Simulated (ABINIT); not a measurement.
Input of an ABINIT 10.8.3 (patched build) run:

run.abi

```
# Pseudopotentials
pp_dirpath "./"
pseudos "Zr.GGA_PBE-JTH.xml, B.GGA_PBE-JTH.xml"

# Structure
acell 3*1.0 Angstrom
rprim
     3.1700000000     0.0000000000     0.0000000000
    -1.5850000000     2.7453005300     0.0000000000
     0.0000000000     0.0000000000     3.5330000000
ntypat 2
znucl 40 5
natom 3
typat 1 2 2
xcart
     0.0000000000     0.0000000000     0.0000000000
     1.5850000002     0.9151001766     1.7665000000
    -0.0000000002     1.8302003534     1.7665000000 Angstrom

# Plane-wave basis
ecut 17.0
pawecutdg 34.0
pawxcdev 0

# k points
kptopt 1
ngkpt 10 10 8
nshiftk 1
shiftk 0.0 0.0 0.0

# Exchange and correlation
ixc 11

# Bands and occupations
nband 13
occopt 3
tsmear 0.05 eV

# SCF cycle
nstep 100
tolvrs 1.0e-9

# Output
iomode 3
prtwf 0
prtden 0
prteig 0
prtebands 0
enunit 2
```

Potentials or basis: JTH PAW PBE v2.0.

Launch:

```console
$ abinit run.abi > log 2>&1
```

(1) What does it give for the band gap on the k mesh?

(2) Predict the pressure.

Results:

(1) none (metal or under the smearing width).

(2) 0.6 GPa.
